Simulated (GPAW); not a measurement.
Runs of GPAW 26.7.0 on CuI (Marshite). Symmetry: F-43m, No. 216, cubic system. Conventional cell: a = 6.063 Å, b = 6.063 Å, c = 6.063 Å, α = 90.00°, β = 90.00°, γ = 90.00°. I (site symmetry -43m) is surrounded by 4 Cu at 2.63 Å. Around Cu (site symmetry -43m) lie 4 I at 2.63 Å. 

```tsv
task	level	potentials or basis	spin	k mesh	cutoff (eV)	hybrids on these orbitals	oneshot functional	older calculator (legacy_gpaw)	band path	band points	gap on the mesh (eV)	pressure (GPa)	V0 of scaled cells (Å³/atom)	B0 (GPa)
equation of state	BP86	PAW data sets generated in the run's folder for this functional, pw	off	6 × 6 × 6	600	-	-	-	-	-	-	-	(c)	38
equation of state	PBE+D3(BJ)	GPAW PAW data sets (gpaw-data 1.2.1), pw	off	6 × 6 × 6	600	-	-	-	-	-	-	-	27.05	46
one-shot levels of the hybrid HSE06	LDA	the program's PAW data sets (release 1.2.1) made for this functional, pw	off	5 × 5 × 5	500	["HSE06", "HSE03", "PBE0"]	HSE06	-	-	-	0.95	(a)	-	-
band structure	optB88-vdW	GPAW PAW data sets (gpaw-data 1.2.1), pw	SOC, no magnetisation	6 × 6 × 6	600	-	-	yes	GXWKGLUWLK,UX	100	(b)	-	-	-
single point	TB-mBJ	GPAW PAW data sets for LDA (gpaw-data 1.2.1), pw	off	6 × 6 × 6	600	-	-	-	-	-	2.18	-	-	-
band structure	LDA	PAW data sets generated in the run's folder for this functional, pw	off	6 × 6 × 6	600	-	-	-	GXWKGLUWLK,UX	100	0.96	-3.9	-	-
```

Alike in all rows: cell as given; smearing fermi-dirac 0.05 eV.

Problem. Estimate the missing entries.

Solution. (a) -4.1; (b) 1.00; (c) 28.66.

Caveats: with this Cu data set, volumes or pressures lay over 1.5 % or 2 GPa off other programs in two to four cells of ten (some runs); spin-orbit coupling is left out, which moves the levels of the heavy elements (some runs); the PAW data sets were made with another functional, which shifts forces and pressure a little (some runs); the cutoff is short for stress and forces, so pressures can be off by a GPa or more (some runs); energy and the plain gap are those of the semilocal run (some runs); the hybrids' values are one shot on its orbitals and mesh (some runs); spin-orbit coupling was added after a scalar SCF, so levels and gaps hold it while energy, forces, pressure and moments don't (some runs).

A k mesh can miss the band edges, and rows without SOC leave out spin-orbit coupling on I.
